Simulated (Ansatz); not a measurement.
# Au (Fm-3m) in Ansatz: a series of runs, part 2 of 2

Ansatz 0.2.0. The steps go on from the part before.

## Step 4: Single point, PBE

Contents of input.yaml:

```yaml
crystal:
  lattice:
    - [0.0, 2.035, 2.035]
    - [2.035, 0.0, 2.035]
    - [2.035, 2.035, 0.0]
  atoms:
    - { symbol: Au, position: [0.0, 0.0, 0.0] }
kpoints:
  mp_grid: { grid: [11, 11, 11] }
scf:
  occupations: { method: gaussian, width: 0.024 }
hamiltonian:
  xc: pbe
  pseudopotentials: { kind: all_electron, lapw: { basis_error: 0.001 } }
output:
  forces: true
  stress: true
  eigenvalues: true
```

Started as:

```
$ ansatz run input.yaml --threads 1 --pin off --max-ram 3072MiB --backend cpu --events-out ev --progress --plain --runs-dir out
```

Run time: 7.5 s. Hardware: 1 thread of Arm Neoverse V1, shared host; peak memory 0.27 GiB.

Results (log left out):

- Free energy: -517224.8617 eV
- Pressure: 10.8 GPa
- Band gap on the k mesh: none (metal or under the smearing width)

Levels at points of the mesh, in eV from the Fermi level:
```tsv
k point	band 20	band 21	band 22	band 23	band 24	band 25
(0.00, 0.00, 0.00)	-4.84	-3.30	-3.30	14.36	18.42	18.42
```

Spin-orbit coupling is left out, which matters for the levels of Au.

## Step 5: Single point, PBE

input.yaml, as its differences from that of step 4:

```diff
@@ -10,3 +10,3 @@
 scf:
-  occupations: { method: gaussian, width: 0.024 }
+  occupations: { method: gaussian, width: 0.015 }
 hamiltonian:
```

Potentials or basis: all-electron LAPW, scalar-relativistic.

Started as:

```
$ ansatz run input.yaml --threads 1 --pin off --max-ram 3072MiB --backend cpu --events-out ev --progress --plain --runs-dir out
```

What it wrote:

```text
Warning: RAYON_NUM_THREADS=1 ignored (pool sized by the plan → 1); use --threads N
LAPW: plane waves up to 8.089 Å⁻¹, error target 1.0e-3 eV per atom; small_component_spin mean_spin; Au in spheres of 1.439 Å, 43 of its electrons in bands, Dirac shells [] (how accurate: hamiltonian.pseudopotentials.lapw.basis_error, Limitations)
Engine: ansatz 0.2.0, aarch64-unknown-linux-gnu
Pseudopotentials: kind: all_electron
Pseudopotential: Au, LAPW, valence charge 43, lapw/all_electron/scalar/gaussian/Au, Koelling and Harmon's equation, gaussian nucleus
Functional definition: PBE
  parameter kappa = 0.804
  parameter beta = 0.06672455060314922
  exchange = pbe_x(kappa = kappa, mu = beta*pi^2/3)
  correlation = pbe_c(beta = beta)
Crystal: 1 atoms, lattice volume = 16.855 Å³
Basis set: ecut = 249.29731172642988 eV, 169 PW (Γ), exchange–correlation at level 2
Bands: 26, of which v1, the nominal top of the filled ones, is band 22 counted from 1 (21 counted from 0)
Symmetry: 48 space group operations
Space group: Fm-3m (ITA 225), of the structure as read, at distance tolerance 2.6e-5 Å
k-points: 56 of 1331
Non-local potential: Au, projectors of the file, none
Initial density: superposition of atomic densities (chi_scale 0.1, normalization cell)
Initial wavefunctions: plane waves of lowest kinetic energy (no species holds an atomic orbital)
Functional: x = pbe(κ = 0.804, μ = 0.2195149727645171), c = pbe(β = 0.06672455060314922)
iter 1 solved again at ethr=1.14e-4 eV; its pass at ethr=1.00e-1 eV (dr2=4.91e-2 eV) is discarded
SCF iter   1: F=—  HF=-517225.104943 eV  |F-HF|=—  |Δ(HF+E_count)|=         —  Δρ=2.30e-2  dr2=4.93e-2  ethr=1.14e-4  ⟨swp⟩=3.0  Hψ=9159  notcnv=0
preconditioner: auto → LDOS  [insulator: Δε(μ)=0.061 eV  Ē_g=15.761 eV  σ=0.015 eV  W_gap=0.79  n_scr=14 (ndim 8)  ℏωp=30.0 eV  f_vac=0.042  D(μ)=1.13/eV (n_scr^D=14)  ε∞_Penn≈4.6  β→1.0]
iter 2 solved again at ethr=1.04e-5 eV; its pass at ethr=1.14e-4 eV (dr2=4.48e-3 eV) is discarded
SCF iter   2: F=—  HF=-517224.984452 eV  |F-HF|=—  |Δ(HF+E_count)|=   1.20e-1  Δρ=8.97e-3  dr2=4.48e-3  ethr=1.04e-5  ⟨swp⟩=2.0  Hψ=7975  notcnv=0
preconditioner: auto → none  [insulator: Δε(μ)=0.322 eV  Ē_g=16.513 eV  σ=0.015 eV  W_gap=0.98  n_scr=14 (ndim 8)  ℏωp=30.0 eV  f_vac=0.039  D(μ)=0.17/eV (n_scr^D=0)  ε∞_Penn≈4.3  β→0.5]
SCF iter   3: F=—  HF=-517224.859062 eV  |F-HF|=—  |Δ(HF+E_count)|=   1.25e-1  Δρ=7.28e-3  dr2=4.51e-3  ethr=1.04e-5  ⟨swp⟩=3.0  Hψ=5041  notcnv=0
SCF iter   4: F=—  HF=-517224.861398 eV  |F-HF|=—  |Δ(HF+E_count)|=   2.34e-3  Δρ=1.96e-3  dr2=3.17e-4  ethr=1.04e-5  ⟨swp⟩=2.5  Hψ=4299  notcnv=0
SCF iter   5: F=—  HF=-517224.861629 eV  |F-HF|=—  |Δ(HF+E_count)|=   2.31e-4  Δρ=2.25e-4  dr2=3.84e-6  ethr=7.38e-7  ⟨swp⟩=3.0  Hψ=4590  notcnv=0
SCF iter   6: F=-517224.861641 eV  HF=-517224.861641 eV  |F-HF|=3.76e-8  |Δ(HF+E_count)|=   1.25e-5  Δρ=8.85e-6  dr2=4.62e-9  ethr=8.94e-9  ⟨swp⟩=3.0  Hψ=4465  notcnv=0
SCF 1 converged in 6 iterations: F = -517224.861641 eV  dr2 = 4.62e-9
SCF converged after 6 iterations
Free energy (F): -517224.861641 eV
Harris-Foulkes:  -517224.861641 eV  (|F-HF|=3.76e-8)
Internal energy: -517224.861622 eV  (E = F + TS)
E sigma→0 (E₀):  -517224.861632 eV
Entropy (-TS):   -0.000019 eV (-0.019 meV/atom)
Fermi energy:    25.659865 eV
--- Per-component energies (eV) ---
  E_band       = -3827.550208
  E_kinetic    = 589522.272518
  E_xc         = -9915.507244
  E_electrostatic = -1096831.626896  (all electrons and nuclei)
  E_smearing   = -0.000019  (= −TS)
  E_closure    = 0.000000  (closes the sum)
  E_atoms      = -517221.663280  (free atoms, spherical and without spin; not in F)
  Σ components = -517224.861641   (vs F -517224.861641, Δ=0.00e0)
  Basis errors (estimates in eV, not in F): energy 1.9e-4 per atom: plane waves 1.8e-4 (1.3e-4 summed), levels above the bands 0.0e0, relativity 5.5e-8, radial functions 1.3e-5, core shells 1.4e-8; eigenvalues (radial functions only) 9.6e-7; not estimated: angular momenta, meshes, grids; target (lapw.basis_error) 1.0e-3; muffin-tin radii Au 1.439 Å
--- Forces (eV/Å), atoms counted from 1 ---
  atom   1  Au    -0.00000000     0.00000000    -0.00000000
  max |Σ_I F_I| component: 1.89e-31 eV/Å
--- Stress (GPa, compression-positive) ---
       10.811490       0.000000       0.000000
        0.000000      10.811490      -0.000000
        0.000000      -0.000000      10.811490
  P = ⅓ Tr σ = 10.8115 GPa (108.115 kbar)
--- Band table (eV; the first three rows and the last of 56) ---
  k-point 0: bands = ["-297.2052", "-297.2052", "-297.2052", "-297.1929", "-297.1929", "-79.9379", "-52.9575", "-52.9478", "-52.9478", "-52.9478", "-52.9419", "-52.9419", "-52.9419", "-31.2802", "-31.2802", "-31.2802", "15.5686", "20.8031", "20.8031", "20.8031", "22.3519", "22.3519", "40.0058", "44.0671", "44.0671", "44.0671"]
  k-point 1: bands = ["-297.2052", "-297.2052", "-297.2052", "-297.1929", "-297.1929", "-79.9369", "-52.9575", "-52.9479", "-52.9479", "-52.9478", "-52.9419", "-52.9419", "-52.9419", "-31.2986", "-31.2830", "-31.2830", "15.8582", "20.7113", "20.9001", "20.9001", "22.3107", "22.3107", "40.3305", "42.4638", "44.4143", "44.4143"]
  k-point 2: bands = ["-297.2052", "-297.2052", "-297.2052", "-297.1929", "-297.1929", "-79.9342", "-52.9573", "-52.9482", "-52.9482", "-52.9478", "-52.9419", "-52.9418", "-52.9418", "-31.3478", "-31.2904", "-31.2904", "16.6518", "20.5617", "21.0748", "21.0748", "22.3143", "22.3143", "39.3168", "41.1696", "45.2695", "45.2695"]
  k-point 55: bands = ["-297.2052", "-297.2052", "-297.2052", "-297.1929", "-297.1929", "-79.9212", "-52.9568", "-52.9489", "-52.9488", "-52.9485", "-52.9416", "-52.9416", "-52.9415", "-31.4407", "-31.4283", "-31.3649", "19.4939", "20.0327", "20.6206", "22.2397", "23.8100", "29.8299", "31.5171", "32.5085", "35.6939", "46.7517"]
```

Run time: 7.5 s. Hardware: 1 thread of Arm Neoverse V2, shared host; peak memory 0.27 GiB.

Results:

* Free energy: -517224.8616 eV
* Pressure: 10.8 GPa
* Band gap on the k mesh: none (metal or under the smearing width)

Levels at points of the mesh, in eV from the Fermi level:
| k point | band 20 | band 21 | band 22 | band 23 | band 24 | band 25 |
| --- | --- | --- | --- | --- | --- | --- |
| (0.00, 0.00, 0.00) | -4.86 | -3.31 | -3.31 | 14.35 | 18.41 | 18.41 |

The run has no spin-orbit coupling, so splittings on Au are missing.

## Step 6: Summary

| k mesh | cutoff (eV) | smearing | basis error allowed | mesh quality | gap on the mesh (eV) | pressure (GPa) |
| --- | --- | --- | --- | --- | --- | --- |
| 4 × 4 × 4 | 231 | fermi-dirac 0.04 eV | 0.002 eV/atom | coarse | none | 13.2 |
| 11 × 11 × 11 | 249 | gaussian 0.017 eV | 0.001 eV/atom | not flagged | none | 10.8 |
| 11 × 11 × 11 | 249 | gaussian 0.024 eV | 0.001 eV/atom | not flagged | none | 10.8 |
| 11 × 11 × 11 | 249 | gaussian 0.015 eV | 0.001 eV/atom | not flagged | none | 10.8 |

Alike in all rows: task single point; level PBE; potentials or basis all-electron LAPW, scalar-relativistic; no spin polarisation; cell as given.

Caveats: some runs use coarse meshes; the k mesh is thin for a metal, which can move the energy by tens of meV per atom (some runs).

Compare energies only between runs with the same functional and basis.
